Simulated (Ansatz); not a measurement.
A generator proposed this cell of SnGe5.

```cif
data_structure
_symmetry_space_group_name_H-M 'Pmmm'
_symmetry_Int_Tables_number 47
_cell_length_a 3.0844
_cell_length_b 4.3620
_cell_length_c 9.2532
_cell_angle_alpha 90.000
_cell_angle_beta 90.000
_cell_angle_gamma 90.000
_cell_volume 124.49
loop_
_atom_site_label
_atom_site_type_symbol
_atom_site_symmetry_multiplicity
_atom_site_Wyckoff_symbol
_atom_site_fract_x
_atom_site_fract_y
_atom_site_fract_z
_atom_site_occupancy
Sn1 Sn 1 h 0.50000 0.50000 0.50000 1
Ge1 Ge 2 q 0.00000 0.00000 0.66667 1
Ge2 Ge 2 t 0.50000 0.50000 0.83333 1
Ge3 Ge 1 a 0.00000 0.00000 0.00000 1
```

Computed with DFT PBE, scalar-relativistic, plane waves, PAW (Ansatz 0.2.0). Plane waves to 420 eV, a k mesh through Γ of 6×4×2 on the computed 6-atom cell and Gaussian smearing (0.10 eV); no spin polarisation.

Energies over the elements count from the elements' standard structures at the same level, with no fitted energy shifts. The references include grey tin.

Question: What does a single point on this coarse mesh give?

Answer: The pressure is 1.5 GPa (the mean over three directions, positive in compression), the largest force is 0.49 eV/Å, and the energy is +0.37 eV/atom against the elements. The shortest distance is 3.08 Å.

Question: Is it a good guess?

Answer: A fair one: relaxing gains under 0.1 eV/atom (the start's value is from the coarse mesh, so the gain is rough) in 30 ionic steps and ends at +0.28 eV/atom on the finer mesh. The symmetry stays Pmmm (No. 47). The volume per atom stays near 20.8 Å³. The shortest distance goes from 3.08 Å (Sn–Ge, Ge–Ge and Sn–Sn) to 2.86 Å (Ge–Ge). Conventional cell: a = 3.311 Å, b = 3.707 Å, c = 10.175 Å. Sn is surrounded by 8 Ge at 3.20 Å, 2 Sn at 3.31 Å, 2 Ge at 3.44 Å and 2 Sn at 3.71 Å; Ge on a site of symmetry mm2 is surrounded by 4 Ge at 2.86 Å, 1 Ge at 3.07 Å, 4 Sn at 3.20 Å and 2 Ge at 3.31 Å; Ge on a second site of symmetry mm2 has 8 Ge at 2.86–2.98 Å, 3 Ge at 3.29–3.31 Å, 1 Sn at 3.44 Å and 2 Ge at 3.71 Å; 1 more site not described.

The last run used a 12×10×4 mesh (in the run's order of axes) for its 6-atom cell and Gaussian smearing of 0.10 eV. The relaxation can't lower the symmetry of the start, and the grade says only how near the guess is to its own end. Symmetry constrained the relaxation, so the result can be a saddle point.
